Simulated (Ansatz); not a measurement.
**Indium, diamond under RPBE: from relaxation to bulk modulus, part 1 of 2**

The plan for indium in the diamond structure: relax it, solve it on a dense k-mesh, then scale the cell to 7 volumes from 88 to 112 % of the relaxed one and try a fit of the equation of state. Spin polarisation is left out. The k-meshes are 8×8×8 for the relaxation; 13×13×13 for the dense run; 9×9×9 for the volumes.

This is In in the diamond structure; at room conditions it is tetragonal.

Computed with Ansatz 0.2.0 (DFT RPBE, plane waves (420 eV) with PAW, scalar-relativistic; PAW files made under PBE, frozen cores solved again for the functional, unless a step says otherwise).

### Step 1. Starting point

Symmetry: Fd-3m, No. 227, cubic system. The conventional cell has a = 6.560 Å, b = 6.560 Å, c = 6.560 Å, α = 90.00°, β = 90.00°, γ = 90.00°. Around In (site symmetry -43m) lie 4 In at 2.84 Å.

Coordinates:

```
In
1.0
     0.00000    3.28019    3.28019
     3.28019    0.00000    3.28019
     3.28019    3.28019    0.00000
In
2
Cartesian
  0.8200 0.8200 0.8200
  5.7403 5.7403 5.7403
```

### Step 2. Geometry optimisation

The input, input.yaml:

```yaml
crystal:
  lattice:
    - [0.0, 3.2801942926, 3.2801942926]
    - [3.2801942926, 0.0, 3.2801942926]
    - [3.2801942926, 3.2801942926, 0.0]
  atoms:
    - { symbol: In, position: [0.125, 0.125, 0.125] }
    - { symbol: In, position: [0.875, 0.875, 0.875] }
hamiltonian:
  xc: rpbe
  pseudopotentials:
    kind: paw
    azcp:
      In: "pseudopotentials/In.paw.azcp"
basis:
  ecutwfc: 420
  fft_grid_basis: typed
kpoints:
  mp_grid: { grid: [8, 8, 8], shift: [0, 0, 0] }
magnetization:
  spin_polarized: false
scf:
  occupations: { method: fermi_dirac, width: 0.1 }
relax:
  max_steps: 60
  f_tol: 0.01
  cell: {}
```

Run with:

```sh
ansatz run input.yaml --threads 2 --pin off --max-ram 5120MiB --backend cpu --events-out ev --progress --plain --runs-dir out
```

Log (excerpt; [...] marks lines left out):

```text
Warning: RAYON_NUM_THREADS=2 ignored (pool sized by the plan → 2); use --threads N
[...]
Pseudopotentials: kind: paw
Pseudopotential: In, paw, valence charge 13, recommended cutoff 420 eV (normal), <dir>
Functional definition: RPBE
[...]
Crystal: 2 atoms, lattice volume = 70.588 Å³
Basis set: ecut = 420 eV, 1411 PW (Γ), exchange–correlation on 64×64×64 points (8 copies of the dense FFT grid, shifted against one another)
Bands: 17, of which v1, the nominal top of the filled ones, is band 13 counted from 1 (12 counted from 0)
Symmetry: 48 space group operations
Space group: Fd-3m (ITA 227), of the structure as read, at distance tolerance 4.1e-5 Å
k-points: 29 of 512
[...]
SCF iter   1: F=—  HF=-11211.854689 eV  |F-HF|=—  |Δ(HF+E_count)|=         —  Δρ=3.26e-3  dr2=5.06e-3  ethr=1.77e-3  ⟨swp⟩=5.8  Hψ=2495  notcnv=0
[...]
relax step   1: F+E_penalty+E_count = -11211.85253735 eV  Δ(F+E_penalty+E_count) = +0.000e0 eV  max|allowed force component| = 1.850e-17 eV/Å  Δτ_max = 0.0000 Å  P = +3.413 GPa  Ω = 70.588 Å³  (6 SCF iters, dr2 threshold 1.00e-7 eV, accepted)
[...]
relax step   4: F+E_penalty+E_count = -11211.94387010 eV  Δ(F+E_penalty+E_count) = -6.664e-5 eV  max|allowed force component| = 1.619e-16 eV/Å  Δτ_max = 0.0000 Å  P = +0.007 GPa  Ω = 81.069 Å³  energy of the carried Pulay correction = -2.321e-3 eV  (5 SCF iters, dr2 threshold 2.47e-8 eV, accepted)
[...]
relax step   5: F+E_penalty+E_count = -11211.94547260 eV  Δ(F+E_penalty+E_count) = -1.602e-3 eV  max|allowed force component| = 1.596e-16 eV/Å  Δτ_max = 0.0000 Å  P = -0.016 GPa  Ω = 81.069 Å³  stress off target by 1.57e-2 GPa  SCF on the basis re-selected at this cell (its energy is not [...]
SCF converged after 5 iterations
Free energy (F): -11211.945473 eV
[...]
E sigma→0 (E₀):  -11211.912901 eV
Entropy (-TS):   -0.065143 eV (-32.571 meV/atom)
Fermi energy:    5.084144 eV
[...]
--- Forces (eV/Å), atoms counted from 1 ---
  atom   1  In     0.00000000     0.00000000     0.00000000
  atom   2  In    -0.00000000    -0.00000000    -0.00000000
[...]
--- Stress (GPa, compression-positive) ---
       -0.015705       0.000000      -0.000000
        0.000000      -0.015705      -0.000000
        0.000000       0.000000      -0.015705
  P = ⅓ Tr σ = -0.0157 GPa (-0.157 kbar)
--- Relaxed structure (4 steps of the walk, 4 accepted, 1 SCFs on fresh bases) ---
  F+E_penalty+E_count = -11211.94547260 eV   max|allowed force component| = 1.596e-16 eV/Å   (the final SCF, on the basis selected at the relaxed cell)
  cell:  # Å, volume = 81.0691 Å³
    - [3.566760423026915e-34, 3.4351190494114334, 3.4351190494114334]
    - [3.4351190494114334, 1.0190744065791178e-33, 3.4351190494114334]
    - [3.4351190494114334, 3.4351190494114334, -4.076297626316471e-34]
  atoms:
    - { symbol: In, position: [0.125, 0.125, 0.125] }
    - { symbol: In, position: [0.875, 0.875, 0.875] }
```

Run time: 3.1 s. Hardware: 2 threads of Intel Xeon 6975P-C (Granite Rapids), shared host; peak memory 0.43 GiB.

Step by step:

```csv
step,energy change (meV/atom),largest force (eV/Å),pressure (GPa),volume (Å³/atom)
1,0.00,0.0000,3.41,35.294
2,-45.15,0.0000,0.29,39.803
3,-45.63,0.0000,0.10,40.281
4,-45.67,0.0000,0.01,40.535
5,-46.47,0.0000,-0.02,40.535
```

Steps that repeat a cell are solved on a basis chosen anew, so their changes of energy are no gain of the relaxation.

The cell of the run, before and after:

|  | before | after | change |
| --- | --- | --- | --- |
| a (Å) | 4.639 | 4.858 | +4.7 % |
| b (Å) | 4.639 | 4.858 | +4.7 % |
| c (Å) | 4.639 | 4.858 | +4.7 % |
| volume (Å³/atom) | 35.294 | 40.535 | +14.8 % |
| shortest distance (Å) | 2.841 | 2.975 | +4.7 % |
| space group (spins left aside) | Fd-3m | Fd-3m | same |

### Step 3. Single point on a dense mesh

The input, input.yaml:

```yaml
crystal:
  lattice:
    - [0.0, 3.4351190494, 3.4351190494]
    - [3.4351190494, 0.0, 3.4351190494]
    - [3.4351190494, 3.4351190494, 0.0]
  atoms:
    - { symbol: In, position: [0.125, 0.125, 0.125] }
    - { symbol: In, position: [0.875, 0.875, 0.875] }
hamiltonian:
  xc: rpbe
  pseudopotentials:
    kind: paw
    azcp:
      In: "pseudopotentials/In.paw.azcp"
basis:
  ecutwfc: 420
  fft_grid_basis: typed
kpoints:
  mp_grid: { grid: [13, 13, 13], shift: [0, 0, 0] }
magnetization:
  spin_polarized: false
scf:
  occupations: { method: fermi_dirac, width: 0.1 }
```

Run with:

```sh
ansatz run input.yaml --threads 2 --pin off --max-ram 5120MiB --backend cpu --events-out ev --progress --plain --runs-dir out
```

Log (excerpt; [...] marks lines left out):

```text
Warning: RAYON_NUM_THREADS=2 ignored (pool sized by the plan → 2); use --threads N
[...]
[... 3 set-up lines as earlier in the session ...]
[...]
Crystal: 2 atoms, lattice volume = 81.069 Å³
Basis set: ecut = 420 eV, 1591 PW (Γ)
Bands: 17, of which v1, the nominal top of the filled ones, is band 13 counted from 1 (12 counted from 0)
[... 1 set-up line as earlier in the session ...]
Space group: Fd-3m (ITA 227), of the structure as read, at distance tolerance 4.3e-5 Å
k-points: 84 of 2197
[...]
SCF iter   1: F=—  HF=-11211.953673 eV  |F-HF|=—  |Δ(HF+E_count)|=         —  Δρ=2.61e-3  dr2=4.05e-3  ethr=1.77e-3  ⟨swp⟩=5.9  Hψ=7237  notcnv=0
[...]
SCF iter   6: F=-11211.952559 eV  HF=-11211.952559 eV  |F-HF|=1.24e-8  |Δ(HF+E_count)|=   5.52e-7  Δρ=2.46e-6  dr2=4.01e-9  ethr=3.85e-10  ⟨swp⟩=3.0  Hψ=3856  notcnv=0
[...]
SCF converged after 6 iterations
Free energy (F): -11211.952559 eV
[...]
E sigma→0 (E₀):  -11211.922882 eV
Entropy (-TS):   -0.059355 eV (-29.677 meV/atom)
Fermi energy:    5.088452 eV
[...]
```

It took 1.6 s on 2 threads of Intel Xeon 6975P-C (Granite Rapids), shared host; peak memory 0.44 GiB.

### Step 4. The cell scaled to 88 % of its volume

The input, input.yaml:

```yaml
crystal:
  lattice:
    - [0.0, 3.2918195249, 3.2918195249]
    - [3.2918195249, 0.0, 3.2918195249]
    - [3.2918195249, 3.2918195249, 0.0]
  atoms:
    - { symbol: In, position: [0.125, 0.125, 0.125] }
    - { symbol: In, position: [0.875, 0.875, 0.875] }
hamiltonian:
  xc: rpbe
  pseudopotentials:
    kind: paw
    azcp:
      In: "pseudopotentials/In.paw.azcp"
basis:
  ecutwfc: 420
  fft_grid_basis: typed
kpoints:
  mp_grid: { grid: [9, 9, 9], shift: [0, 0, 0] }
magnetization:
  spin_polarized: false
scf:
  occupations: { method: fermi_dirac, width: 0.1 }
  lower_state_search: "off"
output:
  stress: true
```

Run with:

```sh
ansatz run input.yaml --threads 2 --pin off --max-ram 5120MiB --backend cpu --events-out ev --progress --plain --runs-dir out
```

Log (excerpt; [...] marks lines left out):

```text
Warning: RAYON_NUM_THREADS=2 ignored (pool sized by the plan → 2); use --threads N
[...]
[... 3 set-up lines as earlier in the session ...]
[...]
Crystal: 2 atoms, lattice volume = 71.341 Å³
Basis set: ecut = 420 eV, 1411 PW (Γ)
Bands: 17, of which v1, the nominal top of the filled ones, is band 13 counted from 1 (12 counted from 0)
[... 2 set-up lines as earlier in the session ...]
k-points: 35 of 729
[...]
SCF iter   1: F=—  HF=-11211.871238 eV  |F-HF|=—  |Δ(HF+E_count)|=         —  Δρ=3.17e-3  dr2=4.89e-3  ethr=1.77e-3  ⟨swp⟩=5.8  Hψ=3019  notcnv=0
[...]
SCF iter   6: F=-11211.868982 eV  HF=-11211.868982 eV  |F-HF|=3.74e-9  |Δ(HF+E_count)|=   5.57e-9  Δρ=8.02e-7  dr2=3.30e-10  ethr=3.85e-10  ⟨swp⟩=4.9  Hψ=2178  notcnv=0
[...]
SCF converged after 6 iterations
Free energy (F): -11211.868982 eV
[...]
E sigma→0 (E₀):  -11211.842317 eV
Entropy (-TS):   -0.053329 eV (-26.664 meV/atom)
Fermi energy:    6.260613 eV
[...]
--- Stress (GPa, compression-positive) ---
        3.125555      -0.000000       0.000000
        0.000000       3.125555      -0.000000
        0.000000      -0.000000       3.125555
  P = ⅓ Tr σ = 3.1256 GPa (31.256 kbar)
```

It took 0.73 s on 2 threads of Intel Xeon 6975P-C (Granite Rapids), shared host; peak memory 0.39 GiB.

### Step 5. The cell scaled to 92 % of its volume

input.yaml, as its differences from that of step 4:

```diff
@@ -2,5 +2,5 @@
   lattice:
-    - [0.0, 3.2918195249, 3.2918195249]
-    - [3.2918195249, 0.0, 3.2918195249]
-    - [3.2918195249, 3.2918195249, 0.0]
+    - [0.0, 3.3409584042, 3.3409584042]
+    - [3.3409584042, 0.0, 3.3409584042]
+    - [3.3409584042, 3.3409584042, 0.0]
   atoms:
@@ -26 +26,5 @@
   stress: true
+  write_density: true
+  write_potential: true
+  elf: true
+  volumetric_format: npy
```

Run with:

```sh
ansatz run input.yaml --threads 2 --pin off --max-ram 5120MiB --backend cpu --events-out ev --progress --plain --runs-dir out
```

Log (excerpt; [...] marks lines left out):

```text
Warning: RAYON_NUM_THREADS=2 ignored (pool sized by the plan → 2); use --threads N
[...]
[... 3 set-up lines as earlier in the session ...]
[...]
Crystal: 2 atoms, lattice volume = 74.584 Å³
Basis set: ecut = 420 eV, 1459 PW (Γ)
Bands: 17, of which v1, the nominal top of the filled ones, is band 13 counted from 1 (12 counted from 0)
[... 1 set-up line as earlier in the session ...]
Space group: Fd-3m (ITA 227), of the structure as read, at distance tolerance 4.2e-5 Å
k-points: 35 of 729
[...]
SCF iter   1: F=—  HF=-11211.920089 eV  |F-HF|=—  |Δ(HF+E_count)|=         —  Δρ=2.98e-3  dr2=4.55e-3  ethr=1.77e-3  ⟨swp⟩=5.8  Hψ=3031  notcnv=0
[...]
SCF iter   6: F=-11211.918165 eV  HF=-11211.918165 eV  |F-HF|=4.29e-9  |Δ(HF+E_count)|=   1.79e-7  Δρ=1.67e-6  dr2=1.55e-9  ethr=3.85e-10  ⟨swp⟩=9.2  Hψ=4508  notcnv=0
[...]
SCF converged after 6 iterations
Free energy (F): -11211.918165 eV
[...]
E sigma→0 (E₀):  -11211.890062 eV
Entropy (-TS):   -0.056206 eV (-28.103 meV/atom)
Fermi energy:    5.840949 eV
[...]
--- Stress (GPa, compression-positive) ---
        1.789971       0.000000      -0.000000
        0.000000       1.789971      -0.000000
       -0.000000       0.000000       1.789971
  P = ⅓ Tr σ = 1.7900 GPa (17.900 kbar)
--- Band table (eV; the first three rows and the last of 35) ---
  k-point 0: bands = ["-8.8573", "-8.8573", "-8.8573", "-8.7944", "-8.7944", "-8.3897", "-8.3897", "-8.3897", "-8.3467", "-8.3467", "-2.0788", "8.0027", "8.1301", "8.1301", "8.1301", "9.8029", "9.8029"]
[...]
```

Run time: 1 s. Hardware: 2 threads of Intel Xeon 6975P-C (Granite Rapids), shared host; peak memory 0.4 GiB.

The maps below are laid out on this run's own conventional cell (a, b, c = 6.682, 6.682, 6.682 Å).

Density in a lattice plane of the grid's cell (edges 6.68 and 6.68 Å, at 0.125 of the third edge), which holds In.

Values in e/Å³, 12 rows by 12 columns:
```
0.11 0.13 0.13 0.11 0.08 0.07 0.05 0.05 0.05 0.05 0.07 0.08
0.05 0.05 0.05 0.05 0.07 0.08 0.11 0.14 0.13 0.11 0.08 0.07
0.03 0.02 0.02 0.03 0.05 0.11 0.27 0.92 0.92 0.28 0.11 0.05
0.02 0.01 0.01 0.02 0.05 0.13 0.82 6.70 6.62 0.92 0.13 0.05
0.02 0.01 0.01 0.02 0.05 0.13 0.83 6.79 6.70 0.92 0.14 0.05
0.03 0.02 0.02 0.03 0.05 0.11 0.26 0.83 0.82 0.27 0.11 0.05
0.05 0.05 0.05 0.05 0.07 0.08 0.11 0.13 0.13 0.11 0.08 0.07
0.11 0.14 0.13 0.11 0.08 0.07 0.05 0.05 0.05 0.05 0.07 0.08
0.27 0.92 0.92 0.28 0.11 0.05 0.03 0.02 0.02 0.03 0.05 0.11
0.82 6.70 6.62 0.92 0.13 0.05 0.02 0.01 0.01 0.02 0.05 0.13
0.83 6.79 6.70 0.92 0.14 0.05 0.02 0.01 0.01 0.02 0.05 0.13
0.26 0.83 0.82 0.27 0.11 0.05 0.03 0.02 0.02 0.03 0.05 0.11
```
Columns run along the first of these edges and rows up along the second, over one cell in 12 and 12 even steps from the bottom left corner. Atoms in the plane (fractional): In at (0.12, 0.12), In at (0.62, 0.62).

ELF in the same plane.

Ten even steps from ' ' (0.00) to '@' (0.37):
```
@@####**####@@@@@@%%##**++==------==++**##%%@@@@
@@@@%%%%%%@@@@@@%%########**********######%%%%@@
####******##########%%@@@@@@%%%%%%@@@@@@%%%%####
++==------==++**##%%@@@@@@####**####@@@@@@%%##**
--::......::--==**%%@@%%##############@@@@%%**==
::..      ..::--++%%@@####**--::--**####%%%%++--
..          ..--++%%%%**##--      --##**%%##++--
..          ..--++%%%%**##--      --##**%%##++--
::..      ..::--++%%@@####**--::--**####%%%%++--
--::......::--==**%%@@%%**############@@@@%%**==
++==------==++**##%%@@@@@@####**####@@@@@@%%##**
##**********######%%%%@@@@@@%%%%%%@@@@@@%%######
@@@@%%%%%%@@@@@@%%%%########******##########%%@@
@@####**####@@@@@@%%##**++==------==++**##%%@@@@
##############@@@@%%**==--::......::--==**%%@@%%
##**--::--**####%%%%++--::..      ..::--++%%@@##
##--      --##**%%##++--..          ..--++%%%%**
##--      --##**%%##++--..          ..--++%%%%**
##**--::--**####%%%%++--::..      ..::--++%%@@##
**############@@@@%%**==--::......::--==**%%@@%%
```
Columns run along the first of these edges and rows up along the second, over one cell in 24 and 20 even steps from the bottom left corner. Atoms in the plane (fractional): In at (0.12, 0.12), In at (0.62, 0.62).

Both are smooth fields of the valence electrons: close to the nuclei they are not physical.

### Step 6. The cell scaled to 96 % of its volume

input.yaml, as its differences from that of step 5:

```diff
@@ -2,5 +2,5 @@
   lattice:
-    - [0.0, 3.3409584042, 3.3409584042]
-    - [3.3409584042, 0.0, 3.3409584042]
-    - [3.3409584042, 3.3409584042, 0.0]
+    - [0.0, 3.3886928306, 3.3886928306]
+    - [3.3886928306, 0.0, 3.3886928306]
+    - [3.3886928306, 3.3886928306, 0.0]
   atoms:
@@ -26,5 +26 @@
   stress: true
-  write_density: true
-  write_potential: true
-  elf: true
-  volumetric_format: npy
```

Run with:

```sh
ansatz run input.yaml --threads 2 --pin off --max-ram 5120MiB --backend cpu --events-out ev --progress --plain --runs-dir out
```

Log (excerpt; [...] marks lines left out):

```text
Warning: RAYON_NUM_THREADS=2 ignored (pool sized by the plan → 2); use --threads N
[...]
[... 3 set-up lines as earlier in the session ...]
[...]
Crystal: 2 atoms, lattice volume = 77.826 Å³
Basis set: ecut = 420 eV, 1471 PW (Γ)
Bands: 17, of which v1, the nominal top of the filled ones, is band 13 counted from 1 (12 counted from 0)
[... 2 set-up lines as earlier in the session ...]
k-points: 35 of 729
[...]
SCF iter   1: F=—  HF=-11211.944945 eV  |F-HF|=—  |Δ(HF+E_count)|=         —  Δρ=2.81e-3  dr2=4.29e-3  ethr=1.77e-3  ⟨swp⟩=5.8  Hψ=3012  notcnv=0
[...]
SCF iter   6: F=-11211.943392 eV  HF=-11211.943392 eV  |F-HF|=4.39e-9  |Δ(HF+E_count)|=   4.30e-7  Δρ=2.83e-6  dr2=4.27e-9  ethr=3.85e-10  ⟨swp⟩=4.9  Hψ=2189  notcnv=0
[...]
SCF converged after 6 iterations
Free energy (F): -11211.943392 eV
[...]
E sigma→0 (E₀):  -11211.913689 eV
Entropy (-TS):   -0.059407 eV (-29.703 meV/atom)
Fermi energy:    5.459020 eV
[...]
--- Stress (GPa, compression-positive) ---
        0.748982       0.000000      -0.000000
       -0.000000       0.748982      -0.000000
        0.000000      -0.000000       0.748982
  P = ⅓ Tr σ = 0.7490 GPa (7.490 kbar)
```

Wall time 0.76 s (2 threads of Intel Xeon 6975P-C (Granite Rapids), shared host); peak memory 0.4 GiB.

(Continued in part 2 of 2.)
